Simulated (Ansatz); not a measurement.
Data:

InCuS$_{2}$ (chalcopyrite)

```cif
data_Cu2In2S4
_chemical_formula_sum 'Cu2 In2 S4'
_space_group_name_H-M_alt 'P 1'
_space_group_IT_number 1
_cell_length_a 6.74716
_cell_length_b 6.74716
_cell_length_c 6.74716
_cell_angle_alpha 132.050
_cell_angle_beta 132.050
_cell_angle_gamma 70.150
loop_
_space_group_symop_operation_xyz
  'x, y, z'
loop_
_atom_site_label
_atom_site_type_symbol
_atom_site_fract_x
_atom_site_fract_y
_atom_site_fract_z
_atom_site_occupancy
Cu1 Cu 0.75000 0.25000 0.50000 1
Cu2 Cu 0.00000 0.00000 0.00000 1
In1 In 0.25000 0.75000 0.50000 1
In2 In 0.50000 0.50000 0.00000 1
S1 S 0.09207 0.12500 0.46707 1
S2 S 0.65793 0.62500 0.53293 1
S3 S 0.37500 0.90793 0.03293 1
S4 S 0.87500 0.34207 0.96707 1
```

The volume is varied about the relaxed value V₀ at fixed cell shape. The atoms relax within the cell's symmetry.

Level of theory: PBEsol (plane waves to 420 eV, PAW, scalar-relativistic; Ansatz, a first-principles code). k mesh 9×9×9 (Γ-centred), Fermi-Dirac smearing 0.05 eV. The energy includes the smearing's −TS. Compression counts positive. With the shape held, the modulus is that of even scaling; a crystal free to change shape is softer. At this level the bands of InCuS2 touch or barely overlap; measurements give the solid a gap. InCuS2 is run without spin polarisation. InCuS2 was relaxed with its symmetry unable to fall. ΔE is measured from the relaxed starting cell.

The scan covers V/V₀ from 0.840 to 1.160 in 11 points.

Question: What pressure does the cell carry at V/V₀ = 0.840?

Answer: 20.2 GPa.

Question: What is ΔE at V/V₀ = 1.160?

Answer: 94 meV/atom.

Question: What is ΔE at V/V₀ = 0.840?

Answer: 177 meV/atom.

(A scan under strain: stresses follow from slopes of the energy per volume, elastic moduli from its curvatures.)
